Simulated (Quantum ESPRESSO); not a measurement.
PtSe2 (Sudovikovite): equation of state with r2SCAN

Crystal: PtSe2 (Sudovikovite).

```
Pt Se
1.0
     3.72400    0.00000    0.00000
    -1.86200    3.22508    0.00000
     0.00000    0.00000    5.06200
Pt Se
1 2
Direct
  0.00000 0.00000 0.00000
  0.66667 0.33333 0.75000
  0.33333 0.66667 0.25000
```

- Program: Quantum ESPRESSO 7.5
- Task: equation of state
- Functional: r2SCAN
- Potentials or basis: SG15 PBE 1.2
- Cutoff: 952 eV
- Density cutoff: 3810 eV
- k mesh: 7 × 7 × 4
- Occupations: fermi-dirac, width 0.05 eV
- Spin: no spin polarisation

| Item | Value |
| --- | --- |
| Equilibrium volume | 21.08 Å³/atom |
| Bulk modulus at fixed shape and positions | 122 GPa |
| Pressure derivative of the bulk modulus | 4.8 |

Energy against volume, from the lowest point:
```
volume (Å³/atom)  energy (meV/atom)
          19.049              90.96
          19.455              55.97
          19.860              30.32
          20.671               3.18
          21.076               0.00
          21.481               2.78
```

All runs of the series together: 37 min on 2 threads of Arm Neoverse V1, on a shared host.

Caveat: the potentials were made for another functional, which shifts forces and pressure; the cell was scaled at fixed shape and fractional positions, which overstates the stiffness of a crystal with free parameters, most of all of layers and chains. Spin-orbit coupling is left out, which matters for the levels of Pt.
